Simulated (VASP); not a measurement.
Runs of VASP 6.6.1 on TiSe2. The cell holds a slab with vacuum, 3 atoms: a = 3.475 Å, b = 3.475 Å, c = 21.064 Å, α = 90.00°, β = 90.00°, γ = 120.00°. 

```csv
level,potentials or basis,spin,k mesh,grid for exact exchange (PRECFOCK),exchange at q = 0,screening parameter,largest force (eV/Å),work function (eV)
PBE0,"VASP PAW PBE potentials, release 64 (Se, Ti_sv)",off,9 × 9 × 1,Fast,truncated,-,0.45,-
PBE+D3(BJ),"VASP PAW PBE potentials, release 64 (Se, Ti_sv)",off,12 × 12 × 1,-,-,-,-,5.29
PBE+D3(BJ),"VASP PAW PBE potentials, release 64 (Se, Ti_sv)","SOC, no magnetisation",12 × 12 × 1,-,-,-,-,5.28
HSE06,"VASP PAW PBE potentials, release 64 (Se, Ti_sv)",off,9 × 9 × 1,Fast,-,0.2 1/A,(b),5.18
LDA,"VASP PAW LDA potentials, release 64 (Se, Ti_sv)",off,12 × 12 × 1,-,-,-,0.47,5.59
HSE06,"VASP PAW PBE potentials, release 64 (Se, Ti_sv)","SOC, no magnetisation",6 × 6 × 1,Fast,-,0.2 1/A,(c),5.17
PBE+D3(BJ),"VASP PAW PBE potentials, release 64 (Se, Ti_sv)",off,9 × 9 × 1,-,-,-,0.08,(a)
```

Alike in all rows: task band structure; cell as given; cutoff (eV) 520; smearing gaussian 0.03 eV.

Fill in the values left out.

(a) 5.34; (b) 0.39; (c) 0.33.

Caveats: the PAW data sets were made with another functional, which shifts forces and pressure a little (some runs).

Not every run made on this cell is shown here.
